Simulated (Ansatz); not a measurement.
**Bi2Te3: stress in a strained cell**

Aim: deform Bi2Te3 (equal xx and yy strain of +2 %) and compute stress, forces and field gradients with LAPW, PAW and all-electron datasets made for the crystal.

Method: DFT PBE, scalar-relativistic, in Ansatz 0.2.0.

## (1) The system as given

It takes space group R-3m (No. 166, trigonal). The conventional cell has a = 4.386 Å, b = 4.386 Å, c = 30.497 Å, α = 90.00°, β = 90.00°, γ = 120.00°. Bi (site symmetry 3m) is surrounded by 6 Te at 3.07 to 3.25 Å. Te (site symmetry -3m) has 6 Bi at 3.25 Å as nearest neighbours. Around Te (site symmetry 3m) lie 3 Bi at 3.07 Å.

As a file:

```
Bi Te
1.0
     2.19300    1.26613   10.16567
    -2.19300    1.26613   10.16567
     0.00000   -2.53226   10.16567
Bi Te
2 3
Cartesian
  0.0000 0.0000 12.1988
  0.0000 0.0000 18.2982
  0.0000 0.0000 0.0000
  0.0000 0.0000 6.3891
  0.0000 0.0000 24.1079
```

Atoms are numbered in the order of the input: Bi1, Bi2, Te3, Te4, Te5.

## (2) The deformed structure

Space group R-3m before, R-3m after.

## (3) LAPW, all electrons

File input.yaml:

```yaml
crystal:
  lattice:
    - [2.2368605696, 1.2914520519, 10.16567]
    - [-2.2368605696, 1.2914520519, 10.16567]
    - [0.0, -2.5829041039, 10.16567]
  atoms:
    - { symbol: Bi, position: [0.4, 0.4, 0.4] }
    - { symbol: Bi, position: [0.6, 0.6, 0.6] }
    - { symbol: Te, position: [0.0, 0.0, 0.0] }
    - { symbol: Te, position: [0.2095, 0.2095, 0.2095] }
    - { symbol: Te, position: [0.7905, 0.7905, 0.7905] }
kpoints:
  mp_grid: { grid: [7, 7, 7] }
  band_path:
    path:
      - [0.0, 0.0, 0.0]
      - [0.5, 0.5, 0.5]
      - [0.8225738034, 0.1774261966, 0.5]
      - [0.5, -0.1774261966, 0.1774261966]
      - [0.5, 0.0, 0.0]
      - [0.0, 0.0, 0.0]
      - [0.3387130983, -0.3387130983, 0.0]
      - [0.6612869017, 0.0, 0.3387130983]
      - [0.5, 0.0, 0.5]
    npoints: 5
scf:
  occupations: { method: fermi_dirac, width: 0.08 }
hamiltonian:
  xc: pbe
  pseudopotentials: { kind: all_electron, lapw: { basis_error: 0.001 } }
output:
  forces: true
  stress: true
  eigenvalues: true
```

Launch:

```bash
$ ansatz run input.yaml --threads 2 --pin off --max-ram 6144MiB --backend cpu --events-out ev --progress --plain --runs-dir out
```

## (4) PAW on the default files

File input.yaml:

```yaml
crystal:
  lattice:
    - [2.2368605696, 1.2914520519, 10.16567]
    - [-2.2368605696, 1.2914520519, 10.16567]
    - [0.0, -2.5829041039, 10.16567]
  atoms:
    - { symbol: Bi, position: [0.4, 0.4, 0.4] }
    - { symbol: Bi, position: [0.6, 0.6, 0.6] }
    - { symbol: Te, position: [0.0, 0.0, 0.0] }
    - { symbol: Te, position: [0.2095, 0.2095, 0.2095] }
    - { symbol: Te, position: [0.7905, 0.7905, 0.7905] }
kpoints:
  mp_grid: { grid: [7, 7, 7] }
scf:
  occupations: { method: fermi_dirac, width: 0.08 }
hamiltonian:
  xc: pbe
  pseudopotentials: { kind: paw }
output:
  forces: true
  stress: true
  eigenvalues: true
  efg: { contact_densities: true }
```

## (5) Datasets made for this crystal

input.yaml, as its differences from that of step 4:

```diff
@@ -17,3 +17,3 @@
   xc: pbe
-  pseudopotentials: { kind: paw }
+  pseudopotentials: { kind: all_electron, datasets: crystal }
 output:
```

(Steps that only read results are left out.)

Q: Predict the outcome of this session. Wanted: pressure; largest shear or deviatoric stress.

**Answer**, as computed:

```
                                 quantity                                              value
                                 pressure  LAPW -0.05, PAW -0.07, crystal datasets -0.06 GPa
largest shear or deviatoric stress (LAPW)                                           0.20 GPa
```

In words: The largest part of the stress beyond the pressure is 0.20 GPa in size, in the zz component; the atoms are carried along and not relaxed. No run of the undeformed cell stands beside it, so the pressure holds what the given cell had before the change. PAW: stress within 0.01 GPa of LAPW, forces within 1 meV/Å. Crystal datasets: stress within 0.01 GPa of LAPW, forces within 1 meV/Å. Spin-orbit coupling is left out, though the cell holds Bi; in elements this heavy it can shift bands and gaps by tenths of an eV.
